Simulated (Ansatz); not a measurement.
SiC (Moissanite):

```
Si C
1.0
     3.07600    0.00000    0.00000
    -1.53800    2.66389    0.00000
     0.00000    0.00000    5.04800
Si C
2 2
Direct
  0.66667 0.33333 0.50000
  0.33333 0.66667 0.00000
  0.66667 0.33333 0.88500
  0.33333 0.66667 0.38500
```

```yaml
Program: Ansatz 0.2.0
Task: relaxation of cell and atoms
Functional: HSE03
Potentials_or_basis: Ansatz PAW
Cutoff: "420 eV (not typed: the program's choice for these potentials)"
k_mesh: 5 × 5 × 3
Occupations: fermi-dirac, width 0.05 eV
Spin: no spin polarisation
```

At the start: volume 10.34 Å³/atom.

How do energy, volume and symmetry change on relaxing?

It ends after 5 steps and the volume is 10.30 Å³/atom (-0.4 %); space group P6_3mc (No. 186, to 0.05 Å).

The path:
```
step  energy change (eV)  largest force (eV/Å)  volume (Å³)
   1              0.0000                0.7574        41.36
   2             -0.0213                0.4290        41.28
   3             -0.0359                0.0014        41.18
   4             -0.0359                0.0004        41.20
   5             -0.0357                0.0005        41.20
```

Final structure:
```
Si C
1.0
     3.07326    0.00000    0.00000
    -1.53663    2.66152    0.00000
     0.00000    0.00000    5.03722
Si C
2 2
Direct
  0.66667 0.33333 0.50438
  0.33333 0.66667 0.00438
  0.66667 0.33333 0.88062
  0.33333 0.66667 0.38062
```

Caveat: the k mesh is coarse (spacing up to 0.47 Å⁻¹), so the values aren't converged, least of all with exact exchange; the plane-wave basis is chosen anew once the cell has moved, so the energies of steps on either side of that aren't comparable; the PAW data sets come from PBE, with cores solved anew for the run's functional, which leaves a small shift of forces and pressure.
